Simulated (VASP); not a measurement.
**PbO in VASP: one cell, several levels of theory**

Rocksalt PbO, under -5.9 % biaxial strain in x and y, free along z is computed at one geometry. Runs: PBE, r2SCAN. The results are then set beside those of Ansatz 0.2.0 for the same cell. This is a trial cell built on a prototype, not taken from a measured structure, and it needn't be the compound's ground state.

Code: VASP 6.6.1. PAW datasets, plane waves. All values are calculated for a non-magnetic cell, which may be hypothetical.

## Step 1: Starting point

The cell comes from an earlier relaxation with r2SCAN in another program, then strained, with the atoms relaxed again.

The symmetry is I4/mmm (No. 139, tetragonal); conventional cell a = 3.470 Å, c = 5.487 Å, 16.52 Å³ an atom. Around Pb lie 6 O at 2.45–2.74 Å; around O lie 6 Pb at 2.45–2.74 Å.

The structure in full:

Space group I4/mmm (No. 139). a = 3.470 Å, b = 3.470 Å, c = 5.487 Å, α = 90.00°, β = 90.00°, γ = 90.00°
```csv
atom,site,symmetry,x,y,z
Pb,2a,4/mmm,0.0000,0.0000,0.0000
O,2b,4/mmm,0.5000,0.5000,0.0000
```

## Step 2: Single point with PBE

The input, INCAR:

```
ENCUT = 520.000000
SIGMA = 0.020000
EDIFF = 1.00e-07
GGA = PE
PREC = Accurate
IBRION = -1
ISIF = 2
ISMEAR = -1
NBANDS = 17
NELM = 120
NSW = 0
LASPH = .TRUE.
LCHARG = .TRUE.
LELF = .TRUE.
LWAVE = .FALSE.
LREAL = .FALSE.
```

The input, KPOINTS:

```
KPOINTS created by Atomic Simulation Environment
0
Gamma
8 8 8
0 0 0
```

The input, KPOINTS_OPT:

```
special points
9
Reciprocal
0.0000000000 0.0000000000 0.0000000000 1
0.5000000000 0.0000000000 0.5000000000 1
0.6250000000 0.2500000000 0.6250000000 1
0.3750000000 0.3750000000 0.7500000000 1
0.5000000000 0.5000000000 0.5000000000 1
0.5000000000 0.2500000000 0.7500000000 1
0.5000000000 0.4500000000 0.5500000000 1
0.1140950000 0.1164550000 -0.4524740000 1
-0.0633140000 0.0441080000 0.4916990000 1
```

The input, POSCAR:

```
Pb O
 1.0000000000000000
     0.0000000000000000    2.4537755714000000    2.7434185644000002
     2.4537755714000000    0.0000000000000000    2.7434185644000002
     2.4537755714000000    2.4537755714000000    0.0000000000000000
 Pb  O
   1   1
Cartesian
  0.0000000000000000  0.0000000000000000  0.0000000000000000
  2.4537755713999996  2.4537755713999996  2.7434185643999998
```

Potentials: the recommended PBE PAW datasets, 20 valence electrons in the neutral cell.

Started as:

```sh
$ mpirun -np 1 vasp_std
```

Standard output, without the iteration lines:

```text
POSCAR found type information on POSCAR PbO
 POSCAR found :  2 types and       2 ions
 LDA part: xc-table for (Slater+PW92), standard interpolation
 POSCAR, INCAR and KPOINTS ok, starting setup
 FFT: planning ... GRIDC
 FFT: planning ... GRID_SOFT
 FFT: planning ... GRID
 WAVECAR not read
 entering main loop
 Start KPOINTS_OPT (optional k-point list driver)
k-point batch [1-9\9]
```

OSZICAR:

```text
N       E                     dE             d eps       ncg     rms          rms(c)
DAV:   1     0.171523748004E+03    0.17152E+03   -0.10501E+04  2039   0.146E+03
DAV:   2     0.430408346329E+00   -0.17109E+03   -0.16246E+03  2137   0.359E+02
DAV:   3    -0.120575870633E+02   -0.12488E+02   -0.12411E+02  2454   0.103E+02
DAV:   4    -0.123124906718E+02   -0.25490E+00   -0.25472E+00  2567   0.148E+01
DAV:   5    -0.123198811968E+02   -0.73905E-02   -0.73899E-02  2817   0.254E+00    0.863E+00
DAV:   6    -0.103945856498E+02    0.19253E+01   -0.14077E+01  2771   0.291E+01    0.458E+00
DAV:   7    -0.101639109220E+02    0.23067E+00   -0.16797E+00  2444   0.108E+01    0.144E+00
DAV:   8    -0.101801529114E+02   -0.16242E-01   -0.34395E-01  2177   0.580E+00    0.152E+00
DAV:   9    -0.101472306328E+02    0.32922E-01   -0.44761E-02  2280   0.239E+00    0.184E-01
DAV:  10    -0.101476120766E+02   -0.38144E-03   -0.42037E-03  2428   0.502E-01    0.162E-01
DAV:  11    -0.101473317624E+02    0.28031E-03   -0.76993E-04  2184   0.232E-01    0.139E-02
DAV:  12    -0.101473307229E+02    0.10395E-05   -0.19338E-05  2796   0.401E-02    0.749E-03
DAV:  13    -0.101473302687E+02    0.45418E-06   -0.24675E-06  2484   0.175E-02    0.159E-03
DAV:  14    -0.101473304480E+02   -0.17938E-06   -0.23505E-07  2241   0.492E-03    0.236E-04
DAV:  15    -0.101473304616E+02   -0.13565E-07   -0.14520E-08  1214   0.104E-03
   1 F= -.10147330E+02 E0= -.10147330E+02  d E =-.252808E-07
       N       E                     dE             ncg
DAV:   1     0.248577599686E+04   -0.56172E+04      314
DAV:   2     0.984470649165E+03   -0.15013E+04      314
DAV:   3     0.876580119486E+03   -0.10789E+03      387
DAV:   4     0.874380478492E+03   -0.21996E+01      394
DAV:   5     0.874311840052E+03   -0.68638E-01      460
DAV:   6     0.874310073017E+03   -0.17670E-02      411
DAV:   7     0.874310060908E+03   -0.12109E-04      460
DAV:   8     0.874310060756E+03   -0.15222E-06      353
DAV:   9     0.874310060752E+03   -0.40282E-08      363
```

The lines after F= are the extra pass for the points of KPOINTS_OPT, at fixed density; their E is not a total energy.

OUTCAR, selected sections:

```text
k-points           NKPTS =     59   k-points in BZ     NKDIM =     59   number of bands    NBANDS=     17

   NELECT =      20.0000    total number of electrons

   dimension x,y,z NGX =    28 NGY =   28 NGZ =   28
   dimension x,y,z NGXF=    56 NGYF=   56 NGZF=   56

  energy-cutoff  :      520.00
  volume of cell :       33.04
      direct lattice vectors                 reciprocal lattice vectors
     0.000000000  2.453775571  2.743418564    -0.203767617  0.203767617  0.182254362
     2.453775571  0.000000000  2.743418564     0.203767617 -0.203767617  0.182254362
     2.453775571  2.453775571  0.000000000     0.203767617  0.203767617 -0.182254362

 k-points in reciprocal lattice and weights: KPOINTS created by Atomic Simulation Env
   0.00000000  0.00000000  0.00000000       0.002
   0.12500000  0.00000000  0.00000000       0.016
   0.25000000  0.00000000  0.00000000       0.016
   0.37500000  0.00000000  0.00000000       0.016
   0.50000000  0.00000000  0.00000000       0.008
   0.12500000  0.12500000  0.00000000       0.004
   0.25000000  0.12500000  0.00000000       0.016
   0.37500000  0.12500000  0.00000000       0.016
[... 51 more k-points ...]

 E-fermi :   8.0420

 k-point     1 :       0.0000    0.0000    0.0000
  band No.  band energies     occupation
      1     -10.9064      2.00000
      2      -8.9442      2.00000
      3      -8.8891      2.00000
      4      -8.8891      2.00000
      5      -8.7864      2.00000
      6      -8.6703      2.00000
      7       0.1527      2.00000
      8       4.4941      2.00000
      9       4.4941      2.00000
     10       5.0529      2.00000
     11      14.9555      0.00000
     12      17.4472      0.00000
     13      17.4472      0.00000
     14      17.8961      0.00000
     15      19.1091      0.00000
     16      19.4224      0.00000
     17      19.4224      0.00000

 k-point     2 :       0.1250    0.0000    0.0000
  band No.  band energies     occupation
      1     -10.7968      2.00000
      2      -8.9256      2.00000
      3      -8.8935      2.00000
      4      -8.8747      2.00000
      5      -8.7877      2.00000
      6      -8.6917      2.00000
      7      -0.1488      2.00000
      8       4.6061      2.00000
      9       4.7874      2.00000
     10       5.1745      2.00000
     11      13.6031      0.00000
     12      15.5696      0.00000
     13      16.5910      0.00000
     14      17.4553      0.00000
     15      19.8871      0.00000
     16      19.9751      0.00000
     17      21.0034      0.00000

 k-point     3 :       0.2500    0.0000    0.0000
  band No.  band energies     occupation
      1     -10.5129      2.00000
      2      -8.9224      2.00000
      3      -8.9069      2.00000
      4      -8.8525      2.00000
      5      -8.7549      2.00000
      6      -8.7300      2.00000
      7      -0.7451      2.00000
      8       4.8927      2.00000
      9       5.0029      2.00000
     10       5.8720      2.00000
     11      11.1535      0.00000
     12      13.7766      0.00000
     13      15.1650      0.00000
     14      17.3141      0.00000
     15      20.9697      0.00000
     16      21.0082      0.00000
     17      22.5127      0.00000

 k-point     4 :       0.3750    0.0000    0.0000
  band No.  band energies     occupation
      1     -10.1887      2.00000
      2      -8.9661      2.00000
      3      -8.9290      2.00000
      4      -8.8677      2.00000
      5      -8.7294      2.00000
      6      -8.6897      2.00000
      7      -1.2319      2.00000
      8       5.0813      2.00000
      9       5.2086      2.00000
     10       6.7473      2.00000
     11       9.2117      0.00000
     12      12.5489      0.00000
     13      14.0341      0.00000
     14      17.6241      0.00000
     15      22.2097      0.00000
     16      22.2516      0.00000
     17      22.5506      0.00000

 k-point     5 :       0.5000    0.0000    0.0000
  band No.  band energies     occupation
      1     -10.0347      2.00000
      2      -8.9931      2.00000
      3      -8.9473      2.00000
      4      -8.8841      2.00000
      5      -8.7187      2.00000
      6      -8.6590      2.00000
      7      -1.4124      2.00000
      8       5.1103      2.00000
      9       5.3507      2.00000
     10       7.3136      2.00000
     11       8.2972      0.00001
     12      12.0950      0.00000
     13      13.6045      0.00000
     14      17.9119      0.00000
     15      22.0034      0.00000
     16      23.0346      0.00000
     17      23.6794      0.00000

 k-point     6 :       0.1250    0.1250    0.0000
  band No.  band energies     occupation
      1     -10.8586      2.00000
      2      -8.9571      2.00000
      3      -8.8621      2.00000
      4      -8.8621      2.00000
      5      -8.7362      2.00000
      6      -8.6617      2.00000
      7       0.0358      2.00000
      8       4.3969      2.00000
      9       4.3969      2.00000
     10       5.4165      2.00000
     11      12.6756      0.00000
     12      16.4205      0.00000
     13      16.4205      0.00000
     14      16.7811      0.00000
     15      20.7811      0.00000
     16      21.1152      0.00000
     17      21.1152      0.00000

 k-point     7 :       0.2500    0.1250    0.0000
  band No.  band energies     occupation
      1     -10.7332      2.00000
      2      -8.9487      2.00000
      3      -8.8536      2.00000
      4      -8.8328      2.00000
      5      -8.6724      2.00000
      6      -8.6632      2.00000
      7      -0.2762      2.00000
      8       4.4330      2.00000
      9       4.4815      2.00000
     10       5.7510      2.00000
     11      11.0486      0.00000
     12      14.4207      0.00000
     13      15.5767      0.00000
     14      17.7329      0.00000
     15      20.4205      0.00000
     16      22.2502      0.00000
     17      23.3546      0.00000

 k-point     8 :       0.3750    0.1250    0.0000
  band No.  band energies     occupation
      1     -10.4859      2.00000
      2      -8.9209      2.00000
      3      -8.8697      2.00000
      4      -8.8254      2.00000
      5      -8.6954      2.00000
      6      -8.5932      2.00000
      7      -0.7792      2.00000
      8       4.4885      2.00000
      9       4.7040      2.00000
     10       6.3927      2.00000
     11       9.6197      0.00000
     12      12.8833      0.00000
     13      14.5875      0.00000
     14      18.5229      0.00000
     15      20.5637      0.00000
     16      23.2797      0.00000
     17      23.3876      0.00000

 k-point     9 :       0.5000    0.1250    0.0000
  band No.  band energies     occupation
      1     -10.2318      2.00000
      2      -8.9234      2.00000
      3      -8.8851      2.00000
      4      -8.8507      2.00000
      5      -8.7104      2.00000
      6      -8.5817      2.00000
      7      -1.1614      2.00000
      8       4.3506      2.00000
      9       5.0806      2.00000
     10       7.3332      2.00000
     11       8.5945      0.00000
     12      11.9666      0.00000
     13      13.8694      0.00000
     14      19.0394      0.00000
     15      20.9599      0.00000
     16      23.1529      0.00000
     17      23.6961      0.00000

 k-point    10 :      -0.3750    0.1250    0.0000
  band No.  band energies     occupation
      1     -10.1192      2.00000
      2      -8.9374      2.00000
      3      -8.9330      2.00000
      4      -8.8615      2.00000
      5      -8.7416      2.00000
      6      -8.6274      2.00000
      7      -1.2823      2.00000
      8       4.3690      2.00000
      9       5.3318      2.00000
     10       7.7293      2.00000
     11       8.6195      0.00000
     12      11.7181      0.00000
     13      13.7642      0.00000
     14      18.8589      0.00000
     15      21.7156      0.00000
     16      22.0000      0.00000
     17      23.3668      0.00000

 k-point    11 :      -0.2500    0.1250    0.0000
  band No.  band energies     occupation
      1     -10.2638      2.00000
      2      -8.9545      2.00000
      3      -8.9302      2.00000
      4      -8.8409      2.00000
      5      -8.7819      2.00000
      6      -8.7042      2.00000
      7      -1.0945      2.00000
      8       4.5739      2.00000
      9       5.2743      2.00000
     10       6.7776      2.00000
     11      10.4941      0.00000
     12      12.1373      0.00000
     13      14.4370      0.00000
     14      18.4141      0.00000
     15      20.6442      0.00000
     16      21.6558      0.00000
     17      22.8842      0.00000

[... the tables of k-points 12 to 59 left out ...]

  Total        3.9002496      3.9002496      0.4965846      0.0000000     -0.0000000     -0.0000000
  in kB      189.1521326    189.1521326     24.0830823      0.0000000     -0.0000000     -0.0000000
  external PRESSURE =     134.1291158 kB  Pullay stress =       0.0000000 kB

 POSITION                                       TOTAL-FORCE (eV/Angst)
 -----------------------------------------------------------------------------------
      0.00000      0.00000      0.00000        -0.000000     -0.000000      0.000000
      2.45378      2.45378      2.74342         0.000000      0.000000     -0.000000
 -----------------------------------------------------------------------------------
    total drift:                                0.000000      0.000000      0.000000

  FREE ENERGIE OF THE ION-ELECTRON SYSTEM (eV)
  ---------------------------------------------------
  free  energy   TOTEN  =       -10.1473304616 eV

  energy  without entropy=      -10.1473304363  energy(sigma->0) =      -10.14733045
```

Hardware: 1 MPI rank of Intel Xeon 6975P-C, shared host.

The levels at the points of KPOINTS_OPT are read from vasprun.xml.

Near the gap, in eV above the top of the last filled band v; c is the band after it:

```
point    v−1      v     c   c+1
    Γ  -3.54  -2.98  6.92  9.42
    X  -4.97  -3.98  4.00  5.18
    U  -3.85  -2.76  2.75  4.05
    K  -3.64  -2.27  2.91  3.38
    L  -2.68  -0.72  0.27  4.06
    W  -5.23  -1.11  3.00  3.95
```

At the PBE level the bands overlap by 0.17 eV: a metal or semimetal. The pressure is 13.41 GPa; the forces vanish within 0.01 eV/Å.

Axes a, b and c in the maps are those of this run's conventional cell (a, b, c = 3.470, 3.470, 5.487 Å).

Density in a lattice plane of the grid's cell (edges 3.47 and 5.49 Å, at 0.000 of the third edge), which holds Pb and O.

Ten even steps from '0' (0.04 e/Å³) to '9' (8.43 e/Å³):
```
8742100000001247
4421000000000124
1110000000000011
0000000000000000
0000000000000000
0000000000000000
0000000000000000
2210000000000012
7531000000000135
9841000000000148
7531000000000135
2210000000000012
0000000000000000
0000000000000000
0000000000000000
0000000000000000
1110000000000011
4421000000000124
8742100000001247
9863100000001368
```
Columns run along the first of these edges and rows up along the second, over one cell in 16 and 20 even steps from the bottom left corner. Atoms in the plane (fractional): Pb at (0.00, 0.00), O at (0.00, 0.50).

ELF in the same plane.

Ten even steps from ' ' (0.03) to '@' (0.88):
```
::..::==++==::      ::==++==::..
::::==++++--..      ..--++++==::
++++++==--::..      ..::--==++++
==----::::..          ..::::----
........                  ......
::::::....              ....::::
####**++::..          ..::++**##
@@@@@@##++::          ::++##@@@@
**%%@@%%**--..      ..--**%%@@%%
--**%%@@##--..      ..--##@@%%**
**%%@@%%**--..      ..--**%%@@%%
@@@@@@##++::          ::++##@@@@
####**++::..          ..::++**##
::::::....              ....::::
........                  ......
==----::::..          ..::::----
++++++==--::..      ..::--==++++
::::==++++--..      ..--++++==::
::..::==++==::      ::==++==::..
@@--..--++==::      ::==++--..--
```
Columns run along the first of these edges and rows up along the second, over one cell in 16 and 20 even steps from the bottom left corner. Atoms in the plane (fractional): Pb at (0.00, 0.00), O at (0.00, 0.50).

Both are smooth fields of the valence electrons: close to the nuclei they are not physical.

The highest ELF values outside the cores: 0.83 in the shell around O, 0.6 Å from O.

(Part 1 of 2 ends here.)
